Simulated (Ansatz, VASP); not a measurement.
## One calculation of TiO2, two programs

The input INCAR:

```
SYSTEM = TiO2
  PREC = Accurate
  ENCUT = 520
  EDIFF = 1E-6
  ISMEAR = 0
  SIGMA = 0.05
  LREAL = .False.
  LASPH = .True.
  NELM = 60
  ALGO = Normal
  ISIF = 2
  LWAVE = .False.
  LCHARG = .False.
  GGA = PE
  NBANDS = 33
```

File KPOINTS:

```
regular mesh
0
Gamma
  6 6 10
  0 0 0
```

POSCAR

```
TiO2
1.0
    4.3184000000      0.0000000000      0.0000000000
    0.0000000000      4.3184000000      0.0000000000
    0.0000000000      0.0000000000      2.8848000000
Ti O
2 4
Direct
    0.0000000000      0.0000000000      0.0000000000
    0.5000000000      0.5000000000      0.5000000000
    0.3050970583      0.3050970583      0.0000000000
    0.1949029417      0.8050970583      0.5000000000
    0.6949029417      0.6949029417      0.0000000000
    0.8050970583      0.1949029417      0.5000000000
```

Input for Ansatz:

```yaml
crystal:
  lattice:
    - [4.3184, 0.0, 0.0]
    - [0.0, 4.3184, 0.0]
    - [0.0, 0.0, 2.8848]
  atoms:
    - { symbol: Ti, position: [0.0, 0.0, 0.0] }
    - { symbol: Ti, position: [0.5, 0.5, 0.5] }
    - { symbol: O, position: [0.3050970583, 0.3050970583, 0.0] }
    - { symbol: O, position: [0.1949029417, 0.8050970583, 0.5] }
    - { symbol: O, position: [0.6949029417, 0.6949029417, 0.0] }
    - { symbol: O, position: [0.8050970583, 0.1949029417, 0.5] }
basis:
  ecutwfc: 520.0
kpoints:
  mp_grid: { grid: [6, 6, 10] }
hamiltonian:
  xc: pbe
  pseudopotentials: { kind: paw, azcp: { folder: soft_1 } }
scf:
  occupations: { method: gaussian, width: 0.05 }
output:
  forces: true
  stress: true
  eigenvalues: true
```

Alike in both runs: task single point; functional PBE; k mesh 6 × 6 × 10; occupations gaussian, width 0.05 eV; no spin polarisation.

|  | VASP | Ansatz |
| --- | --- | --- |
| version | VASP 6.6.1 | Ansatz 0.2.0 |
| potentials or method | VASP PAW PBE potentials, release 64 (Ti_sv, O) | scalar-relativistic, plane waves, PAW |
| plane-wave cutoff (eV) | 520 | 520 |
| valence electrons in the cell | 48 | 48 |

```tsv
	VASP	Ansatz	Ansatz less VASP
gap on the k mesh at the Fermi level (eV)	2.19	2.23	+0.040
least direct gap on the mesh (eV)	2.19	2.24	+0.045
rms of the force components (eV/Å)	0.329	0.321	-0.0081
```

Atom by atom the forces differ by 0.008 eV/Å (rms over components). With one functional, cell and mesh, what is left measures potentials, basis and numerics.

 A k mesh can miss the band edges.
